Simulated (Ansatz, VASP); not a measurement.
**Pd in VASP and in Ansatz**

```
Pd
1.0
     2.87695    0.00000    0.00000
    -1.43848    2.49151    0.00000
     0.00000    0.00000    4.78873
Pd
2
Direct
  0.33333 0.66667 0.25000
  0.66667 0.33333 0.75000
```

Alike in both runs: task single point; functional RPBE; k mesh 15 × 15 × 8; occupations fermi-dirac, width 0.1 eV; no spin polarisation.

|  | VASP | Ansatz |
| --- | --- | --- |
| version | VASP 6.6.1 | Ansatz 0.2.0 |
| potentials or method | VASP PAW PBE potentials, release 64 (Pd) | plane waves (420 eV) with PAW, scalar-relativistic |
| plane-wave cutoff (eV) | 520 | 420 |
| valence electrons in the cell | 20 | 36 |

```csv
,VASP,Ansatz,Ansatz less VASP
pressure (GPa),-9.1,-9.0,+0.14
largest component of the traceless stress (GPa),0.09,0.06,-0.029
```

With one functional, cell and mesh, what is left measures potentials, basis and numerics. The two sets of potentials don't hold the same shells in valence.

Caveats: the PAW data sets were made with another functional, which shifts forces and pressure a little (VASP).
